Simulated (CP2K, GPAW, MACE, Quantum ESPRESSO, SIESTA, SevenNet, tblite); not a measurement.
**A faulty SIESTA run on generalised stacking fault on (111) (glide set) of a GaP-AlP solid solution (72 atoms)**

Program: SIESTA 5.4.2, a calculation on a cell of 18 Al, 36 P and 18 Ga, 20.5 Å³ an atom.

The input, input.fdf:

```
SystemLabel cell
NumberOfAtoms 72
NumberOfSpecies 3
%block ChemicalSpeciesLabel
  1 13 Al
  2 15 P
  3 31 Ga
%endblock ChemicalSpeciesLabel
LatticeConstant 1.0 Ang
%block LatticeVectors
  6.68331 0.00000 0.00000
  0.00000 11.57583 0.00000
  1.67083 0.00000 19.10326
%endblock LatticeVectors
PAO.BasisSize DZP
PAO.EnergyShift 0.01 Ry
XC.Functional GGA
XC.Authors PBE
MeshCutoff 20 Ry
%block kgrid_Monkhorst_Pack
  1 0 0 0.0
  0 1 0 0.0
  0 0 1 0.0
%endblock kgrid_Monkhorst_Pack
SolutionMethod diagon
OccupationFunction FD
ElectronicTemperature 580 K
SCF.Mixer.Method Pulay
SCF.Mixer.Weight 0.05
SCF.Mixer.History 8
SCF.Mix Hamiltonian
MaxSCFIterations 60
SCF.DM.Tolerance 1e-04
SCF.H.Tolerance 1.0e-3 eV
WriteForces T
Write.HirshfeldPop T
Write.VoronoiPop T
Write.DM F
Write.H F
XML.Write F
AtomicCoordinatesFormat Fractional
%block AtomicCoordinatesAndAtomicSpecies
  0.49891 0.17079 0.01787 1
  0.46614 0.17496 0.13942 2
  0.78245 0.16317 0.18023 3
  0.76524 0.16727 0.30670 2
  0.99774 0.00591 0.01951 3
  0.96458 0.99700 0.14756 2
  0.29602 0.99222 0.18318 1
  0.25707 0.99516 0.30673 2
  0.57560 0.00244 0.35220 3
  0.54828 0.99635 0.47474 2
[... 58 atom lines left out ...]
  0.94336 0.50487 0.85029 3
  0.92523 0.49588 0.96576 2
  0.96479 0.83510 0.84393 1
  0.93354 0.83973 0.96713 2
%endblock AtomicCoordinatesAndAtomicSpecies
```

Command:

```bash
OMP_NUM_THREADS=1 mpirun -np 2 siesta < input.fdf > output.txt
```

The program printed:

```text
Version         : 5.4.2
reinit: System Name:
reinit: System Label: cell
initatom: Reading input for the pseudopotentials and atomic orbitals ----------
Species number:   1 Atomic number:   13 Label: Al
Species number:   2 Atomic number:   15 Label: P
Species number:   3 Atomic number:   31 Label: Ga
Ground state valence configuration (from tables):   3s02  3p01  3d00  4f00
Ground state valence configuration (from tables):   3s02  3p03  3d00  4f00
Ground state valence configuration (from tables):   4s02  4p01  4d00  4f00
---- Processing specs for species: Al
GGA--PBE XC_GGA_X_PBE--XC_GGA_C_PBE pb
---- Processing specs for species: P
GGA--PBE XC_GGA_X_PBE--XC_GGA_C_PBE pb
---- Processing specs for species: Ga
GGA--PBE XC_GGA_X_PBE--XC_GGA_C_PBE pb
Semicore shell(s) with 10 electrons included in the valence for Ga
Semicore shell(s): 3d
Fallback to non-perturbative polarization scheme for Ga
Please see the manual if this is not desired in principle
Al pseudopotential only contains V_ls up to l=2 -- lmxkb reset.
P pseudopotential only contains V_ls up to l=2 -- lmxkb reset.
[... lines left out ...]
Total number of electrons:   468.000000
[... lines left out ...]
stepf: Fermi-Dirac step function
        iscf     Eharris(eV)        E_KS(eV)     FreeEng(eV)     dDmax    Ef(eV) dHmax(eV)
[... lines left out ...]
SCF Convergence by DM+H criterion
[... lines left out ...]
SCF cycle converged after 39 iterations
[... lines left out ...]
----------------------------------------
   Max  618.137828
   Res  107.972431    sqrt( Sum f_i^2 / 3N )
----------------------------------------
   Max  618.137828    constrained
Stress tensor Voigt[x,y,z,yz,xz,xy] (kbar):    -1327.65    -1242.48    -1108.69        3.15      190.70       14.49
(Free)E + p*V (eV/cell)   -44618.5703
Target enthalpy (eV/cell)   -45749.7427
siesta: Program's energy decomposition (eV):
siesta: Ebs     =     -7879.015703
siesta: Eions   =     56171.092451
siesta: Ena     =      7218.540187
siesta: Ekin    =     30375.478530
siesta: Enl     =    -15115.084782
siesta: DEna    =       597.813342
siesta: DUscf   =       108.582090
siesta: Ex      =    -11923.562664
siesta: Ec      =      -840.085755
siesta: Exc     =    -12763.648419
siesta: Eharris =    -45749.411502
siesta: Etot    =    -45749.411502
siesta: FreeEng =    -45749.742688
siesta: Final energy (eV):
siesta:  Band Struct. =   -7879.015703
siesta:       Kinetic =   30375.478530
siesta:       Hartree =   15405.773521
siesta:         Exch. =  -11923.562664
siesta:         Corr. =    -840.085755
siesta:   Exch.-corr. =  -12763.648419
siesta:  Ion-electron =  -59874.168676
siesta:       Ion-ion =  -18892.846459
siesta:         Total =  -45749.411502
siesta:         Fermi =      -3.146540
siesta: Stress tensor (static) (eV/Ang**3):
siesta:    -0.828655    0.009047    0.119028
siesta:     0.009047   -0.775494    0.001968
siesta:     0.119028    0.001968   -0.691993
siesta: Cell volume =       1477.921043 Ang**3
siesta: Pressure (static):
siesta:                Solid            Molecule  Units
siesta:           0.00833605         -0.00198968  Ry/Bohr**3
siesta:           0.76538078         -0.18268398  eV/Ang**3
siesta:        1226.27519577       -292.69200747  kBar
    Orbital volume contribution        =          61.501492 eV
    (Free)E + p_basis*V_orbitals       =      -45688.241196 eV
    (Free)Eharris+ p_basis*V_orbitals  =      -45688.241195 eV
Hirshfeld Atomic Populations:
Atom #   charge [q] valence [e]  Species
     1     0.055460    2.944540  Al
     2    -0.226058    5.226058  P
     3    -0.022870   13.022870  Ga
     4    -0.315598    5.315598  P
     5    -0.004664   13.004664  Ga
     6    -0.271818    5.271818  P
     7     0.040518    2.959482  Al
[...]
9     0.160605   12.839395  Ga
[...]
11     0.031253    2.968747  Al
[...]
--------------------
 Total    -5.924497
Voronoi Atomic Populations:
Atom #   charge [q] valence [e]  Species
[...]
59     0.097355    2.902645  Al
[...]
67     0.278186   12.721814  Ga
[...]
69     0.110489   12.889511  Ga
    70    -0.323846    5.323846  P
    71     0.113423    2.886577  Al
    72    -0.371269    5.371269  P
--------------------
 Total    -5.076695
```

The job ended after 32 s (2 MPI ranks of Arm Neoverse V2, shared host; peak memory 0.52 GiB).

Banners, paths, timers and routine set-up lines are dropped from the logs unmarked, and long logs keep their key lines alone; longer cuts are marked.

Against a plane-wave PBE reference and this program's sound run:

* energy less the same-level run's: -5175 meV/atom
* r.m.s. force difference from the same-level run: 108100 meV/Å

Why should this run not be trusted?

A mesh cutoff far too low: mesh cutoff 20 Ry. The sound run has mesh cutoff 300 Ry.

The run converged all the same, so the exit status doesn't show the fault.

[Also dropped from logs without a mark: logging warnings of Python, and SIESTA's first energy breakdown and zero terms.]

[Logs are printed without paths, hosts, clocks, repeated set-up lines and the standing remarks that a program may print on its own settings, such as how far it seeks lower states.]

[Hosts, paths, dates, database ids (printed as entryN), source tags and the programs' standing remarks are cut or masked in the printed files.]
